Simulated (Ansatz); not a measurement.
# How ZrO₂ (Fm-3m) stiffens under pressure

```
Zr O
1.0
     0.00000    2.53213    2.53213
     2.53213    0.00000    2.53213
     2.53213    2.53213    0.00000
Zr O
1 2
Cartesian
  0.0000 0.0000 0.0000
  1.2661 1.2661 1.2661
  3.7982 3.7982 3.7982
```

This is the zero-pressure cell. At each pressure cell and atoms are relaxed in this structure, and the constants are slopes of the stress at strains of ±0.005 with relaxed ions (the coefficients that govern stability under load). Level: PBEsol, PAW on Ansatz 0.2.0's default frozen-core files (fitted under PBE), scalar-relativistic; k mesh 8×8×8, strains of ±0.005, fixed occupations, cutoff 420 eV. P is the pressure of the relaxed cell, less that of this one.

```csv
P (GPa),V/V₀,C11 (GPa),C12 (GPa),C44 (GPa)
0.00,1.0000,549.9,107.1,67.1
1.00,?,?,?,?
2.03,0.9922,561.5,114.0,68.7
4.02,0.9848,572.8,120.9,70.4
7.03,0.9742,589.7,131.3,72.6
10.02,0.9642,605.6,141.3,74.3
15.02,0.9486,631.5,157.9,77.1
```

Problem. Does the bulk modulus from the constants agree with the pressure-volume curve?

Solution. A third-order Birch-Murnaghan fit to the volumes shown (F against f, f = [(V₀/V)^(2/3) − 1]/2) gives B₀ = 254.7 GPa and B′ = 4.2. Its −V dP/dV stands beside (C11 + 2C12)/3:

```
P (GPa)  from P(V)  from the constants
   0.00      254.7               254.7
   2.03      263.2               263.2
   4.02      271.5               271.5
   7.03      283.9               284.1
  10.02      296.1               296.0
  15.02      316.4               315.8
```

Problem. What are the pressure derivatives at zero pressure?

Solution. Slopes at V₀ of quadratic fits in −ln(V/V₀) through the first four rows shown, divided by B₀: dC11/dP = 5.7, dC12/dP = 3.4, dC44/dP = 0.9. The mean slopes up to 4.0 GPa are 5.7, 3.4, 0.8; curvature and scatter of the constants part the two. The combination (dC11/dP + 2 dC12/dP)/3 = 4.2 stands against B′.

Problem. Fill the row at 1.00 GPa.

Solution. Cubic fits in −ln(V/V₀) through all rows shown give C11 = 555.7, C12 = 110.5, C44 = 67.9 GPa. Computed: V/V₀ = 0.9961, C11 (GPa) = 555.9, C12 (GPa) = 110.5, C44 (GPa) = 67.9.

Problem. Does a shear stiffness soften?

Solution. C44 goes from 67.1 to 77.1 GPa; (C11 − C12)/2 goes from 221.4 to 236.8 GPa. Neither ends more than 3 % under its start, and the lattice stays mechanically stable over this range.

Caveats: no other phase was computed; many crystals of this kind change structure within this range, and rows or crossings beyond such a change describe a metastable lattice; frozen-core PAW files fitted under PBE, their cores solved anew for the functional of the run; this form is stable only when hot or under pressure; cold crystals distort or take another structure; phonons weren't checked at these pressures.
